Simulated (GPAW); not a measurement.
Set up this calculation in GPAW 26.7.0, as an ASE script.

* Task: band structure
* Functional: PBEsol
* Potentials or basis: PAW data sets generated in the run's folder for this functional
* Cutoff: 800 eV
* Basis: pw
* k mesh: 5 × 5 × 5
* Occupations: fermi-dirac, width 0.05 eV
* Spin: no spin polarisation
* Maxiter: 150
* Band path: GLB1,BZGX,QFP1Z,LP
* Band points: 60

Crystal: BaTiO3.

```
Ba Ti O
1.0
     2.82737    1.63238    2.31839
    -2.82737    1.63238    2.31839
     0.00000   -3.26476    2.31839
Ba Ti O
1 1 3
Direct
  0.00000 0.00000 0.00000
  0.48450 0.48450 0.48450
  0.50860 0.01750 0.50860
  0.01750 0.50860 0.50860
  0.50860 0.50860 0.01750
```

These files were run (other wordings do the same):

run.py

```python
from ase import Atoms
from ase.dft.bandgap import bandgap
from ase.io import write
from ase.units import GPa
from gpaw import GPAW, PW, setup_paths

setup_paths.insert(0, '.')

atoms = Atoms(['Ba', 'Ti', 'O', 'O', 'O'],
              cell=[[2.8273666084, 1.6323808724, 2.3183934932],
                    [-2.8273666084, 1.6323808724, 2.3183934932],
                    [0.0, -3.2647617449, 2.3183934932]],
              scaled_positions=[[0.0, 0.0, 0.0],
                                [0.4845, 0.4845, 0.4845],
                                [0.5086, 0.0175, 0.5086],
                                [0.0175, 0.5086, 0.5086],
                                [0.5086, 0.5086, 0.0175]],
              pbc=True)

calc = GPAW(mode=PW(800),
            xc='PBEsol',
            kpts={'size': (5, 5, 5), 'gamma': True},
            occupations={'name': 'fermi-dirac', 'width': 0.05},
            nbands=36,
            convergence={'density': 1e-05, 'energy': 1e-05},
            maxiter=150,
            txt='gpaw.txt')
atoms.calc = calc
energy = atoms.get_potential_energy()
forces = atoms.get_forces()
stress = atoms.get_stress()
calc.write('gs.gpw')
write('result.traj', atoms)
print(f'Energy: {energy:.6f} eV')
print('Forces (eV/A):')
print(forces.round(4))
print('Stress (GPa):', (stress / GPa).round(3))
print('Fermi level:', round(calc.get_fermi_level(), 4), 'eV')
print(f'Gap: {bandgap(calc)[0]:.4f} eV, direct: {bandgap(calc, direct=True)[0]:.4f} eV')

path = atoms.cell.bandpath('GLB1,BZGX,QFP1Z,LP', npoints=60, eps=1e-4)
bs_calc = calc.fixed_density(kpts=path, symmetry='off', nbands=53,
                             convergence={'bands': 'CBM+6.0', 'eigenstates': 1e-6}, txt='bands.txt')
bs = bs_calc.band_structure()
bs.write('bs.json')
print(f'Gap on the path: {bandgap(bs_calc)[0]:.4f} eV')
```

Potentials or basis: PAW data sets generated in the run's folder for this functional, pw.

The run is started by

```console
$ gpaw-setup -f PBEsol Ba O Ti
$ OMP_NUM_THREADS=1 python run.py
```

It gave:

```json
{
  "Pressure": "0.3 GPa",
  "Largest force": "0.193 eV/Å",
  "Band gap on the k mesh": "2.49 eV, indirect (least direct gap 2.76 eV)",
  "Band gap along the path": "2.37 eV, indirect (least direct gap 2.73 eV)"
}
```

Caveat: spin-orbit coupling is left out, which moves the levels of the heavy elements; the mesh misses the band edges, which the band path finds closer together.

Run time: 2.6 min on 1 thread of Arm Neoverse V1, on a shared host, peak memory 0.49 GiB.
